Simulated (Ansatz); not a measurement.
Crystal: PbS (Galena).

```
Pb S
1.0
     0.00000    2.96575    2.96575
     2.96575    0.00000    2.96575
     2.96575    2.96575    0.00000
Pb S
1 1
Direct
  0.00000 0.00000 0.00000
  0.50000 0.50000 0.50000
```

Base run:

```yaml
Program: Ansatz 0.2.0
Functional: revPBE
Potentials_or_basis: Ansatz PAW
Cutoff: "420 eV (not typed: the program's choice for these potentials)"
k_mesh: 8 × 8 × 8
Occupations: fermi-dirac, width 0.05 eV
Spin: no spin polarisation
```

Its results: band gap on the k mesh 0.43 eV, direct; pressure 3.6 GPa.

Problem. The run is repeated on the same cell with these changes: functional from revPBE to LDA. What comes out?

Solution. Band gap on the k mesh 0.23 eV, direct; pressure -2.6 GPa.

LDA binds more tightly than revPBE, so the same cell stands under less pressure.

Caveats: spin-orbit coupling is left out, which as a rule narrows the gap of such compounds by several tenths of an eV; the PAW data sets come from PBE, with cores solved anew for the run's functional, which leaves a small shift of forces and pressure.
